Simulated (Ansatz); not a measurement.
**BP: a single-point run**

The task is a single-point run on BP. The structure is shown as the input types it. The cell is built on a prototype (h-MgO type) and needn't be the phase found in nature.

Program: Ansatz 0.2.0. Level of theory: density functional or hybrid calculation with the settings of its input, plane waves (as first typed). These are calculated values, not measurements.

5 further runs of the same task are left out: 1 for a known fault of the program, 4 that didn't finish.

## Step 1: The system as given

It takes space group P6_3/mmc (No. 194, hexagonal). The conventional cell has a = 3.204 Å, b = 3.204 Å, c = 8.467 Å, α = 90.00°, β = 90.00°, γ = 120.00°. Around B (site symmetry -6m2) lie 3 P at 1.85 Å. P (site symmetry -6m2) has 3 B at 1.85 Å as nearest neighbours.

Structure file:

```cif
data_structure
_symmetry_space_group_name_H-M 'P 1'
_symmetry_Int_Tables_number 1
_cell_length_a 3.2039
_cell_length_b 3.2039
_cell_length_c 8.4666
_cell_angle_alpha 90.000
_cell_angle_beta 90.000
_cell_angle_gamma 120.000
_cell_volume 75.27
loop_
_atom_site_label
_atom_site_type_symbol
_atom_site_fract_x
_atom_site_fract_y
_atom_site_fract_z
_atom_site_occupancy
B1 B 0.33333 0.66667 0.25000 1
B2 B 0.66667 0.33333 0.75000 1
P1 P 0.66667 0.33333 0.25000 1
P2 P 0.33333 0.66667 0.75000 1
```

## Step 2: Running it

input.yaml reads:

```yaml
crystal:
  lattice:
    - [3.2039351186, 0.0, 0.0]
    - [-1.6019675593, 2.7746892048, 0.0]
    - [0.0, 0.0, 8.4666228416]
  atoms:
    - { symbol: B, position: [0.3333333333, 0.6666666667, 0.25] }
    - { symbol: B, position: [0.6666666667, 0.3333333333, 0.75] }
    - { symbol: P, position: [0.6666666667, 0.3333333333, 0.25] }
    - { symbol: P, position: [0.3333333333, 0.6666666667, 0.75] }
kpoints:
  mp_grid: { grid: [6, 6, 2] }
hamiltonian:
  xc: pbe
scf:
  occupations: { method: fixed }
  n_extra_bands: 5
  max_iter: 74
output:
  forces: true
  stress: true
  eigenvalues: true
basis:
  ecutwfc: 120
```

Command:

```sh
> ansatz run input.yaml --threads 4 --pin off --max-ram 3686MiB --backend cpu --events-out ev --progress --plain --runs-dir out
```

What happens when this is run?

The run converged and reported no error, with warnings (cutoff below recommended). Its log warns: «basis.ecutwfc = 120 eV is below the records' recommended 420 eV ...»

Look at the input: basis.ecutwfc is 120. The cutoff lies far under what these potentials need. The potentials' recommended cutoff is 420 eV.

To check: delete basis.ecutwfc (the default then holds).
